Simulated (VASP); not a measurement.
# Al2O3 (Corundum) (R-3c) in VASP: density of states with PBE

Aim: the density of states of Al2O3 (Corundum) with PBE.

Everything below comes from runs of VASP 6.6.1. Logs are shortened: lines on timing, memory, paths and dates and some standing lists are left out, and cuts for length are marked.

## 1. The crystal as given

Symmetry: R-3c, No. 167, trigonal system. The conventional cell has a = 4.809 Å, b = 4.809 Å, c = 13.123 Å, α = 90.00°, β = 90.00°, γ = 120.00°. Al (site symmetry 3) is surrounded by 6 O at 1.87 to 1.99 Å. O (site symmetry 2) is surrounded by 4 Al at 1.87 to 1.99 Å.

## 2. Density of states, PBE

Contents of POSCAR:

```
Al2O3
1.0
    2.4043547042      1.3881548357      4.3744984117
   -2.4043547042      1.3881548357      4.3744984117
    0.0000000000     -2.7763096714      4.3744984117
Al O
4 6
Direct
    0.3521453521      0.3521453521      0.3521453521
    0.1478546479      0.1478546479      0.1478546479
    0.6478546479      0.6478546479      0.6478546479
    0.8521453521      0.8521453521      0.8521453521
    0.5561715155      0.9438284845      0.2500000000
    0.2500000000      0.5561715155      0.9438284845
    0.9438284845      0.2500000000      0.5561715155
    0.4438284845      0.0561715155      0.7500000000
    0.7500000000      0.4438284845      0.0561715155
    0.0561715155      0.7500000000      0.4438284845
```

Contents of INCAR.step1:

```
PREC = Accurate
ENCUT = 520
EDIFF = 1E-6
ISMEAR = 0
SIGMA = 0.02
LREAL = False
LASPH = True
NELM = 100
ALGO = Fast
ISIF = 2
LWAVE = False
LCHARG = True
GGA = PE
NBANDS = 35
```

Contents of KPOINTS.step1:

```
Automatic mesh
0
Gamma
  6 6 6
```

Contents of INCAR.step2:

```
PREC = Accurate
ENCUT = 520
EDIFF = 1E-6
ISMEAR = -5
SIGMA = 0.02
LREAL = False
LASPH = True
NELM = 100
ALGO = Fast
ISIF = 2
LWAVE = False
LCHARG = False
GGA = PE
LORBIT = 11
NEDOS = 1001
ICHARG = 11
```

Contents of KPOINTS.step2:

```
Automatic mesh
0
Gamma
  9 9 9
```

Potentials or basis: VASP PAW PBE potentials, release 64 (Al, O).

On the command line:

```
cat potpaw_PBE.64/Al/POTCAR potpaw_PBE.64/O/POTCAR > POTCAR
cp INCAR.step1 INCAR
cp KPOINTS.step1 KPOINTS
mpirun -np 1 vasp_std > vasp.out
cp INCAR.step2 INCAR
cp KPOINTS.step2 KPOINTS
mpirun -np 1 vasp_std > vasp.out
```

OUTCAR:

```text
PREC = Accurate
   ENCUT = 520
   EDIFF = 1E-6
   ISMEAR = -5
   LREAL = False
   LASPH = True
   NELM = 100
   ISIF = 2
   GGA = PE
   LORBIT = 11
   ICHARG = 11

 ion  position               nearest neighbor table
   1  0.352  0.352  0.352-  10 1.87   8 1.87   9 1.87   5 1.99   6 1.99   7 1.99   2 2.68   3 2.82
                             3 2.82   3 2.82   2 3.25   2 3.25   2 3.25
   2  0.148  0.148  0.148-   9 1.87   8 1.87  10 1.87   5 1.99   7 1.99   6 1.99   1 2.68   4 2.82
                             4 2.82   4 2.82   1 3.25   1 3.25   1 3.25
   3  0.648  0.648  0.648-   7 1.87   5 1.87   6 1.87   8 1.99   9 1.99  10 1.99   4 2.68   1 2.82
                             1 2.82   1 2.82   4 3.25   4 3.25   4 3.25
   4  0.852  0.852  0.852-   6 1.87   5 1.87   7 1.87   8 1.99  10 1.99   9 1.99   3 2.68   2 2.82
                             2 2.82   2 2.82   3 3.25   3 3.25   3 3.25
   5  0.556  0.944  0.250-   3 1.87   4 1.87   1 1.99   2 1.99
   6  0.250  0.556  0.944-   4 1.87   3 1.87   1 1.99   2 1.99
   7  0.944  0.250  0.556-   3 1.87   4 1.87   2 1.99   1 1.99
   8  0.444  0.056  0.750-   1 1.87   2 1.87   3 1.99   4 1.99
   9  0.750  0.444  0.056-   2 1.87   1 1.87   3 1.99   4 1.99
  10  0.056  0.750  0.444-   1 1.87   2 1.87   4 1.99   3 1.99

  LATTYP: Found a trigonal (rhomboedric) cell.
 ALAT       =     5.1811322841
 COS(alpha) =     0.5692971858

  Lattice vectors:

 A1 = (   2.4043547042,   1.3881548357,   4.3744984117)
 A2 = (  -2.4043547042,   1.3881548357,   4.3744984117)
 A3 = (   0.0000000000,  -2.7763096714,   4.3744984117)

Analysis of symmetry for initial positions (statically):
=====================================================================
 Subroutine PRICEL returns:
 Original cell was already a primitive cell.

 Routine SETGRP: Setting up the symmetry group for a
 trigonal (rhombohedral) supercell.

 Subroutine GETGRP returns: Found 12 space group operations
 (whereof  6 operations were pure point group operations)
 out of a pool of 12 trial point group operations.

The static configuration has the point symmetry S_6 .
 The point group associated with its full space group is D_3d.

Analysis of symmetry for dynamics (positions and initial velocities):
=====================================================================
 Subroutine PRICEL returns:
 Original cell was already a primitive cell.

 Routine SETGRP: Setting up the symmetry group for a
 trigonal (rhombohedral) supercell.

 Subroutine GETGRP returns: Found 12 space group operations
 (whereof  6 operations were pure point group operations)
 out of a pool of 12 trial point group operations.

The dynamic configuration has the point symmetry S_6 .
 The point group associated with its full space group is D_3d.

 Subroutine INISYM returns: Found 12 space group operations
 (whereof  6 operations are pure point group operations),
 and found     1 'primitive' translations

----------------------------------------------------------------------------------------

                                     Primitive cell

  volume of cell :      87.6024

  direct lattice vectors                    reciprocal lattice vectors
     2.404354704  1.388154836  4.374498412     0.207956005  0.120063456  0.076199212
    -2.404354704  1.388154836  4.374498412    -0.207956005  0.120063456  0.076199212
     0.000000000 -2.776309671  4.374498412     0.000000000 -0.240126911  0.076199212

  length of vectors
     5.181132284  5.181132284  5.181132284     0.251927080  0.251927080  0.251927080

  position of ions in fractional coordinates (direct lattice)
     0.352145352  0.352145352  0.352145352
     0.147854648  0.147854648  0.147854648
     0.647854648  0.647854648  0.647854648
     0.852145352  0.852145352  0.852145352
     0.556171515  0.943828485  0.250000000
     0.250000000  0.556171515  0.943828485
     0.943828485  0.250000000  0.556171515
     0.443828485  0.056171515  0.750000000
     0.750000000  0.443828485  0.056171515
     0.056171515  0.750000000  0.443828485

  ion indices of the primitive-cell ions
   primitive index   ion index
                 1           1
                 2           2
[... 22 lines left out ...]
     0.000000000 -0.026680768  0.008466579    -0.000000000 -0.000000000  0.111111111

  Length of vectors
     0.027991898  0.027991898  0.027991898

  Shift w.r.t. Gamma in fractional coordinates (k-lattice)
     0.000000000  0.000000000  0.000000000

 TETIRR: Found    369 inequivalent tetrahedra from     4374

 Subroutine IBZKPT returns following result:
 ===========================================

 Found     85 irreducible k-points:

 Following reciprocal coordinates:
            Coordinates               Weight
  0.000000  0.000000  0.000000      1.000000
  0.111111  0.000000  0.000000      6.000000
  0.222222  0.000000  0.000000      6.000000
  0.333333  0.000000  0.000000      6.000000
  0.444444  0.000000  0.000000      6.000000
  0.111111  0.111111  0.000000      6.000000
[... 16 lines left out ...]
 -0.333333  0.333333  0.000000      6.000000
  0.444444  0.444444  0.000000      6.000000
 [... further k-points ...]
   k-points           NKPTS =     85   k-points in BZ     NKDIM =     85   number of bands    NBANDS=     30
   number of dos      NEDOS =   1001   number of ions     NIONS =     10
   total plane-waves  NPLWV =  64000
   dimension x,y,z NGX =    40 NGY =   40 NGZ =   40
   dimension x,y,z NGXF=    80 NGYF=   80 NGZF=   80
   ions per type =               4   6
   NGX,Y,Z   is equivalent  to a cutoff of  12.83, 12.83, 12.83 a.u.
   NGXF,Y,Z  is equivalent  to a cutoff of  25.67, 25.67, 25.67 a.u.
 SYSTEM =  unknown system
   PREC   = accura    normal or accurate (medium, high low for compatibility)
   ISTART =      0    job   : 0-new  1-cont  2-samecut
   ICHARG =     11    charge: 1-file 2-atom 10-const
   ISPIN  =      1    spin polarized calculation?
   LNONCOLLINEAR =      F non collinear calculations
   LSORBIT =      F    spin-orbit coupling
   LASPH  =      T    aspherical Exc in radial PAW
   ENCUT  =  520.0 eV  38.22 Ry    6.18 a.u.   9.63  9.63  9.63*2*pi/ulx,y,z
   NELM   =    100;   NELMIN=  2; NELMDL=  0     # of ELM steps
   EDIFF  = 0.1E-05   stopping-criterion for ELM
   LREAL  =      F    real-space projection
   EDIFFG = 0.1E-04   stopping-criterion for IOM
   NSW    =      0    number of steps for IOM
   IBRION =     -1    ionic relax: 0-MD 1-quasi-New 2-CG
   NFREE  =      0    steps in history (QN), initial steepest desc. (CG)
   ISIF   =      2    stress and relaxation
   ISYM   =      2    0-nonsym 1-usesym 2-fastsym
   POTIM  = 0.5000    time-step for ionic-motion
   TEBEG  =    0.0;   TEEND  =   0.0 temperature during run
   PSTRESS=    0.0 pullay stress
   NELECT =      48.0000    total number of electrons
   NUPDOWN=      -1.0000    fix difference up-down
   EMIN   =  10.00;   EMAX   =-10.00  energy-range for DOS
   EFERMI =   0.00;   METHOD = LEGACY
   ISMEAR =    -5;   SIGMA  =   0.02  broadening in eV -4-tet -1-fermi 0-gaus
   EFERMI_NEDOS =   21; number of points for ismear=-14 and -15
   IALGO  =     68    algorithm
   IMIX   =      4    mixing-type and parameters
     AMIX     =   0.40;   BMIX     =  1.00
     AMIX_MAG =   1.60;   BMIX_MAG =  1.00
  volume/ion in A,a.u.               =       8.76        59.12
  Fermi-wavevector in a.u.,A,eV,Ry     =   1.339625  2.531524 24.416951  1.794595
  Thomas-Fermi vector in A             =   2.468002
   LORBIT       =     11    0 simple, 1 ext, 2 COOP (PROOUT), +10 PAW based schemes
   GGA     = PE    functional components
   LHFCALC =     F    Hartree Fock is set to
   AEXX    =    0.0000 exact exchange contribution
   IVDW    =     0    specifies the selected vdW correction
   LEPSILON=     F    determine dielectric tensor
   LRPA    =     F    only Hartree local field effects (RPA)
 non-spin polarized calculation
 RMM-DIIS sequential band-by-band and
 Fermi weights with tetrahedron method with Bloechl corrections
  energy-cutoff  :      520.00
  volume of cell :       87.60
 maximum number of plane-waves:      2380

 number of electron      48.0000008 magnetization

 Free energy of the ion-electron system (eV)
  ---------------------------------------------------
  ext. energy  EPLUGINS =         0.00000000
  ---------------------------------------------------
  free energy    TOTEN  =       -74.81221987 eV

  energy without entropy =      -74.81221987  energy(sigma->0) =      -74.81221987

 E-fermi :   5.8174     XC(G=0): -11.5380

 val. band max:        5.8001976315   @ k =   0.0000   0.0000   0.0000
 cond. band min:      11.6471728368   @ k =   0.0000   0.0000   0.0000
 fundamental gap:      5.8469752053
 Fermi energy:         5.8174225181

 k-point     1 :       0.0000    0.0000    0.0000
  band No.  band energies     occupation
      1     -13.2133      2.00000
      2     -10.9926      2.00000
      3     -10.7297      2.00000
      4     -10.7297      2.00000
      5     -10.4232      2.00000
      6     -10.4232      2.00000
[... 781 lines left out ...]
     29      16.6541      0.00000
     30      16.7626      0.00000

 [... further k-points ...]
[... 5 lines left out ...]
  --------------------------------------------------------------------------------------
  -------------------------------------------------------------------------------------
  Total       -0.0828877     -0.0828877     -0.1003463      0.0000000     -0.0000000      0.0000000
  in kB       -1.5159485     -1.5159485     -1.8352534      0.0000000     -0.0000000      0.0000000
  external PRESSURE =      -1.6223835 kB  Pullay stress =       0.0000000 kB

 VOLUME and BASIS-vectors are now :
 -----------------------------------------------------------------------------
  energy-cutoff  :      520.00
  volume of cell :       87.60
      direct lattice vectors                 reciprocal lattice vectors
     2.404354704  1.388154836  4.374498412     0.207956005  0.120063456  0.076199212
    -2.404354704  1.388154836  4.374498412    -0.207956005  0.120063456  0.076199212
     0.000000000 -2.776309671  4.374498412     0.000000000 -0.240126911  0.076199212

 POSITION                                       TOTAL-FORCE (eV/Angst)
 -----------------------------------------------------------------------------------
      0.00000      0.00000      4.62138        -0.000000     -0.000000      0.004239
      0.00000      0.00000      1.94037        -0.000000     -0.000000     -0.004239
      0.00000      0.00000      8.50212        -0.000000     -0.000000     -0.004239
      0.00000      0.00000     11.18313        -0.000000     -0.000000      0.004239
     -0.93206      1.38815      7.65537        -0.000078     -0.000000      0.000000
     -0.73614     -1.50127      7.65537         0.000039     -0.000068      0.000000
      1.66821      0.11311      7.65537         0.000039      0.000068      0.000000
      0.93206     -1.38815      5.46812         0.000078     -0.000000      0.000000
      0.73614      1.50127      5.46812        -0.000039      0.000068      0.000000
     -1.66821     -0.11311      5.46812        -0.000039     -0.000068      0.000000
 -----------------------------------------------------------------------------------
    total drift:                                0.000000      0.000000     -0.000000

  FREE ENERGIE OF THE ION-ELECTRON SYSTEM (eV)
  ---------------------------------------------------
  free  energy   TOTEN  =       -74.8122198691 eV

  energy  without entropy=      -74.8122198691  energy(sigma->0) =      -74.81221987

 total charge

# of ion       s       p       d       tot
------------------------------------------
    1        0.307   0.386   0.000   0.693
    2        0.307   0.386   0.000   0.693
    3        0.307   0.386   0.000   0.693
    4        0.307   0.386   0.000   0.693
    5        1.546   3.625   0.000   5.171
    6        1.546   3.625   0.000   5.171
    7        1.546   3.625   0.000   5.171
    8        1.546   3.625   0.000   5.171
    9        1.546   3.625   0.000   5.171
   10        1.546   3.625   0.000   5.171
--------------------------------------------------
tot         10.506  23.292   0.000  33.798
```

Run time: 4.4 min. Hardware: 1 thread of Intel Xeon Platinum 8488C (Sapphire Rapids), shared host; peak memory 0.32 GiB.

What came out:

- Valence electrons inside the program's atomic spheres: Al 0.69; O 5.17

Levels at points of the mesh, in eV from the valence-band top:
| k point | band 21 | band 22 | band 23 | band 24 | band 25 | band 26 | band 27 | band 28 |
| --- | --- | --- | --- | --- | --- | --- | --- | --- |
| (0.00, 0.00, 0.00) | -0.46 | -0.03 | -0.03 | 0.00 | 5.85 | 8.90 | 10.36 | 11.27 |

States per cell in windows of 0.5 eV (zero at the valence-band top; states under -8 eV left out):
| from (eV) | total | O6_p | O7_p | O9_p | O10_p | O5_p | O8_p |
| --- | --- | --- | --- | --- | --- | --- | --- |
| -8.0 | 0.00 | 0.00 | 0.00 | 0.00 | 0.00 | 0.00 | 0.00 |
| -7.5 | 0.00 | 0.00 | 0.00 | 0.00 | 0.00 | 0.00 | 0.00 |
| -7.0 | 0.07 | 0.01 | 0.01 | 0.01 | 0.01 | 0.01 | 0.01 |
| -6.5 | 1.34 | 0.10 | 0.10 | 0.10 | 0.10 | 0.10 | 0.10 |
| -6.0 | 2.70 | 0.20 | 0.20 | 0.20 | 0.20 | 0.20 | 0.20 |
| -5.5 | 1.78 | 0.14 | 0.14 | 0.14 | 0.14 | 0.14 | 0.14 |
| -5.0 | 2.24 | 0.18 | 0.18 | 0.18 | 0.18 | 0.18 | 0.18 |
| -4.5 | 1.98 | 0.17 | 0.17 | 0.17 | 0.17 | 0.17 | 0.17 |
| -4.0 | 2.32 | 0.20 | 0.20 | 0.20 | 0.20 | 0.20 | 0.20 |
| -3.5 | 2.01 | 0.19 | 0.19 | 0.19 | 0.19 | 0.19 | 0.19 |
| -3.0 | 2.10 | 0.20 | 0.20 | 0.20 | 0.20 | 0.20 | 0.20 |
| -2.5 | 3.32 | 0.34 | 0.34 | 0.34 | 0.34 | 0.34 | 0.34 |
| -2.0 | 3.66 | 0.40 | 0.40 | 0.40 | 0.40 | 0.40 | 0.40 |
| -1.5 | 4.52 | 0.52 | 0.52 | 0.52 | 0.52 | 0.52 | 0.52 |
| -1.0 | 4.48 | 0.53 | 0.53 | 0.53 | 0.53 | 0.53 | 0.53 |
| -0.5 | 3.55 | 0.44 | 0.44 | 0.44 | 0.44 | 0.44 | 0.44 |
| 0.0 | 0.01 | 0.00 | 0.00 | 0.00 | 0.00 | 0.00 | 0.00 |
| 0.5 | 0.00 | 0.00 | 0.00 | 0.00 | 0.00 | 0.00 | 0.00 |
| 1.0 | 0.00 | 0.00 | 0.00 | 0.00 | 0.00 | 0.00 | 0.00 |
| 1.5 | 0.00 | 0.00 | 0.00 | 0.00 | 0.00 | 0.00 | 0.00 |
| 2.0 | 0.00 | 0.00 | 0.00 | 0.00 | 0.00 | 0.00 | 0.00 |
| 2.5 | 0.00 | 0.00 | 0.00 | 0.00 | 0.00 | 0.00 | 0.00 |
| 3.0 | 0.00 | 0.00 | 0.00 | 0.00 | 0.00 | 0.00 | 0.00 |
| 3.5 | 0.00 | 0.00 | 0.00 | 0.00 | 0.00 | 0.00 | 0.00 |
| 4.0 | 0.00 | 0.00 | 0.00 | 0.00 | 0.00 | 0.00 | 0.00 |
| 4.5 | 0.00 | 0.00 | 0.00 | 0.00 | 0.00 | 0.00 | 0.00 |
| 5.0 | 0.00 | 0.00 | 0.00 | 0.00 | 0.00 | 0.00 | 0.00 |
| 5.5 | 0.00 | 0.00 | 0.00 | 0.00 | 0.00 | 0.00 | 0.00 |
| 6.0 | 0.04 | 0.00 | 0.00 | 0.00 | 0.00 | 0.00 | 0.00 |
| 6.5 | 0.10 | 0.00 | 0.00 | 0.00 | 0.00 | 0.00 | 0.00 |
| 7.0 | 0.15 | 0.00 | 0.00 | 0.00 | 0.00 | 0.00 | 0.00 |
| 7.5 | 0.24 | 0.01 | 0.01 | 0.01 | 0.01 | 0.01 | 0.01 |
